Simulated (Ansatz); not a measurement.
**AlN: energy and stress against strain**

Aim: for AlN, see how energy and stress answer to the strain pattern (0, 0, 1, 0, 0, 0).

Program: Ansatz 0.2.0. Level of theory: DFT r2SCAN, scalar-relativistic, plane waves, PAW. These are calculated values, not measurements.

### Step 1. The structure to begin with

Symmetry: F-43m, No. 216, cubic system. Conventional cell: a = 4.368 Å, b = 4.368 Å, c = 4.368 Å, α = 90.00°, β = 90.00°, γ = 90.00°. Al (site symmetry -43m) has 4 N at 1.89 Å in its first shell of neighbours. Around N (site symmetry -43m) lie 4 Al at 1.89 Å.

Structure file:

```cif
data_structure
_symmetry_space_group_name_H-M 'F-43m'
_symmetry_Int_Tables_number 216
_cell_length_a 4.3680
_cell_length_b 4.3680
_cell_length_c 4.3680
_cell_angle_alpha 90.000
_cell_angle_beta 90.000
_cell_angle_gamma 90.000
_cell_volume 83.34
loop_
_atom_site_label
_atom_site_type_symbol
_atom_site_symmetry_multiplicity
_atom_site_Wyckoff_symbol
_atom_site_fract_x
_atom_site_fract_y
_atom_site_fract_z
_atom_site_occupancy
Al1 Al 4 a 0.00000 0.00000 0.00000 1
N1 N 4 c 0.25000 0.25000 0.25000 1
```

It goes back to an entry of the Materials Project, which need not be the stable form.

No relaxation comes first: the listed cell is the starting point.

### Step 2. Zero of energy

Reference values: F = -928.4372 eV; pressure 0.26 GPa; largest force 0.000 eV/Å; gap on the mesh 3.94 eV. It was computed beforehand with the settings of the runs below.

### Step 3. Next: energy and stress against strain

The cell is strained by ε times the Voigt pattern (0, 0, 1, 0, 0, 0) (xx, yy, zz, yz, xz, xy; engineering shear), with fractional coordinates fixed (clamped ions). The stress on the pattern is the sum of the stress components weighted by it, tension positive.

### Step 4. Point ε = -0.1000

The input, input.yaml:

```yaml
crystal:
  lattice:
    - [0.0, 2.1839935596, 1.9655942036]
    - [2.1839935596, 0.0, 1.9655942036]
    - [2.1839935596, 2.1839935596, 0.0]
  atoms:
    - { symbol: Al, position: [0.0, 0.0, 0.0] }
    - { symbol: "N", position: [0.75, 0.75, 0.75] }
basis:
  ecutwfc: 500
kpoints:
  mp_grid: { grid: [10, 10, 10] }
hamiltonian:
  xc: r2scan
scf:
  occupations: { method: gaussian, width: 0.05 }
output:
  forces: true
  stress: true
  eigenvalues: true
  write_density: true
  write_potential: true
  elf: true
  volumetric_format: npy
```

Run with:

```bash
$ ansatz run input.yaml --threads 1 --pin off --max-ram 2560MiB --backend cpu --events-out ev --progress --plain --runs-dir out
```

### Step 5. Point ε = 0.0750

Edit input.yaml of step 4 so:

```diff
@@ -2,4 +2,4 @@
   lattice:
-    - [0.0, 2.1839935596, 1.9655942036]
-    - [2.1839935596, 0.0, 1.9655942036]
+    - [0.0, 2.1839935596, 2.3477930766]
+    - [2.1839935596, 0.0, 2.3477930766]
     - [2.1839935596, 2.1839935596, 0.0]
@@ -20,5 +20 @@
   eigenvalues: true
-  write_density: true
-  write_potential: true
-  elf: true
-  volumetric_format: npy
```

### Step 6. ε = -0.0500

Edit input.yaml of step 5 so:

```diff
@@ -2,4 +2,4 @@
   lattice:
-    - [0.0, 2.1839935596, 2.3477930766]
-    - [2.1839935596, 0.0, 2.3477930766]
+    - [0.0, 2.1839935596, 2.0747938816]
+    - [2.1839935596, 0.0, 2.0747938816]
     - [2.1839935596, 2.1839935596, 0.0]
@@ -20 +20,5 @@
   eigenvalues: true
+  write_density: true
+  write_potential: true
+  elf: true
+  volumetric_format: npy
```

### Step 7. At ε = 0.0250

Edit input.yaml of step 6 so:

```diff
@@ -2,4 +2,4 @@
   lattice:
-    - [0.0, 2.1839935596, 2.0747938816]
-    - [2.1839935596, 0.0, 2.0747938816]
+    - [0.0, 2.1839935596, 2.2385933986]
+    - [2.1839935596, 0.0, 2.2385933986]
     - [2.1839935596, 2.1839935596, 0.0]
@@ -20,5 +20 @@
   eigenvalues: true
-  write_density: true
-  write_potential: true
-  elf: true
-  volumetric_format: npy
```

### Step 8. Point ε = 0.1000

Edit input.yaml of step 7 so:

```diff
@@ -2,4 +2,4 @@
   lattice:
-    - [0.0, 2.1839935596, 2.2385933986]
-    - [2.1839935596, 0.0, 2.2385933986]
+    - [0.0, 2.1839935596, 2.4023929156]
+    - [2.1839935596, 0.0, 2.4023929156]
     - [2.1839935596, 2.1839935596, 0.0]
```

### Step 9. Point ε = -0.0750

Edit input.yaml of step 8 so:

```diff
@@ -2,4 +2,4 @@
   lattice:
-    - [0.0, 2.1839935596, 2.4023929156]
-    - [2.1839935596, 0.0, 2.4023929156]
+    - [0.0, 2.1839935596, 2.0201940426]
+    - [2.1839935596, 0.0, 2.0201940426]
     - [2.1839935596, 2.1839935596, 0.0]
```

### Step 10. Point ε = 0.0500

Edit input.yaml of step 9 so:

```diff
@@ -2,4 +2,4 @@
   lattice:
-    - [0.0, 2.1839935596, 2.0201940426]
-    - [2.1839935596, 0.0, 2.0201940426]
+    - [0.0, 2.1839935596, 2.2931932376]
+    - [2.1839935596, 0.0, 2.2931932376]
     - [2.1839935596, 2.1839935596, 0.0]
```

### Step 11. Point ε = -0.0250

Edit input.yaml of step 10 so:

```diff
@@ -2,4 +2,4 @@
   lattice:
-    - [0.0, 2.1839935596, 2.2931932376]
-    - [2.1839935596, 0.0, 2.2931932376]
+    - [0.0, 2.1839935596, 2.1293937206]
+    - [2.1839935596, 0.0, 2.1293937206]
     - [2.1839935596, 2.1839935596, 0.0]
```

### Step 12. ε = 0.0875

Edit input.yaml of step 11 so:

```diff
@@ -2,4 +2,4 @@
   lattice:
-    - [0.0, 2.1839935596, 2.1293937206]
-    - [2.1839935596, 0.0, 2.1293937206]
+    - [0.0, 2.1839935596, 2.3750929961]
+    - [2.1839935596, 0.0, 2.3750929961]
     - [2.1839935596, 2.1839935596, 0.0]
```

(Steps that only read results are left out.)

What does the calculation give? Wanted: slope of the stress at ε = 0, over ±0.0250.

As calculated:

| quantity | value |
| --- | --- |
| slope of the stress at ε = 0, over ±0.0250 | 309 GPa |

From the stress slope, C33 is about 309 GPa with the ions clamped; letting the atoms relax could not make it stiffer. No sampled point lies below the undisturbed cell. The gap on the mesh stays between 3.51 and 3.94 eV.
